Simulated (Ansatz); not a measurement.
# ZrS2: equation of state with PBE

The system is ZrS2.

```
CELL_PARAMETERS angstrom
3.69138 0.00000 0.00000
-1.84569 3.19683 0.00000
0.00000 0.00000 6.04108
ATOMIC_POSITIONS crystal
Zr 0.00000 0.00000 0.00000
S 0.33333 0.66667 0.23791
S 0.66667 0.33333 0.76209
```

The cell is a database's computed one.

| Item | Value |
| --- | --- |
| Program | Ansatz 0.2.0 |
| Task | equation of state |
| Functional | PBE |
| Potentials or basis | Ansatz PAW |
| Cutoff | 420 eV |
| Density cutoff | 1680 eV |
| k mesh | 8 × 8 × 5 |
| Occupations | fermi-dirac, width 0.05 eV |
| Spin | spin-orbit coupling, no magnetisation |

- Equilibrium volume: 23.89 Å³/atom
- Bulk modulus at fixed shape and positions: 88 GPa
- Pressure derivative of the bulk modulus: 4.1

Energy against volume, from the lowest point:
```csv
volume (Å³/atom),energy (meV/atom)
22.337,30.81
22.813,14.24
23.288,4.18
23.763,0.00
24.238,1.14
24.714,7.09
25.189,17.38
```

All runs of the series together: 51 s on 2 threads of Arm Neoverse V2 (shared host).

Caveat: the cell was scaled at fixed shape and fractional positions, which overstates the stiffness of a crystal with free parameters, most of all of layers and chains; this functional lacks dispersion, which binds the layers, so the pressure and a relaxed spacing across them are unreliable.
